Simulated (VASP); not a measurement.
Write the native input for VASP 6.6.1 that does the following.

```
Task                   : relaxation of the atoms
Functional             : PBE
Potentials or basis    : VASP PAW PBE potentials, release 64 (Ca_sv, O_s)
Cutoff                 : 300 eV
k mesh                 : 5 × 5 × 5
Occupations            : gaussian, width 0.03 eV
Spin                   : no spin polarisation
Further INCAR settings : ALGO = Normal; EDIFF = 1e-07; IBRION = 2; EDIFFG = -0.01; NSW = 40
```

The structure of CaO (Lime) lies in POSCAR:

```
CaO                                     
1.0
    0.0000000000      2.4580720780      2.4580720780
    2.4580720780      0.0000000000      2.4580720780
    2.4580720780      2.4580720780      0.0000000000
  Ca              O             
     1     1
Direct
     0.0000000000000000    0.0000000000000000    0.0000000000000000
     0.5000000000000000    0.5000000000000000    0.5000000000000000
```

The cell isn't the ideal one: a relaxed cell with its volume scaled by 1.06.

The input as run:

INCAR

```
SYSTEM = CaO
  PREC = Accurate
  ENCUT = 300
  EDIFF = 1E-7
  ISMEAR = 0
  SIGMA = 0.03
  LREAL = .FALSE.
  LASPH = .TRUE.
  NELM = 80
  ALGO = Normal
  ISIF = 2
  LWAVE = .FALSE.
  LCHARG = .FALSE.
  GGA = PE
  IBRION = 2
  NSW = 40
  EDIFFG = -0.01
```

KPOINTS

```
regular mesh
0
G
  5 5 5
  0 0 0
```

Potentials or basis: VASP PAW PBE potentials, release 64 (Ca_sv, O_s).

Launch:

```bash
$ cat potpaw_PBE.64/Ca_sv/POTCAR potpaw_PBE.64/O_s/POTCAR > POTCAR
$ mpirun -np 1 vasp_std > vasp.out
```

Results of the run:

* Band gap on the k mesh: 3.82 eV, indirect (least direct gap 4.20 eV)

Caveat: the k mesh is coarse (spacing up to 0.44 Å⁻¹), so the values aren't converged; the relaxation stopped at its first step, so nothing moved; an odd mesh through Γ misses points on the zone boundary, where band edges often lie.

It took 6.2 s on 1 thread of Intel(R) Xeon(R) Platinum 8488C (Sapphire Rapids) (shared host), peak memory 0.12 GiB.
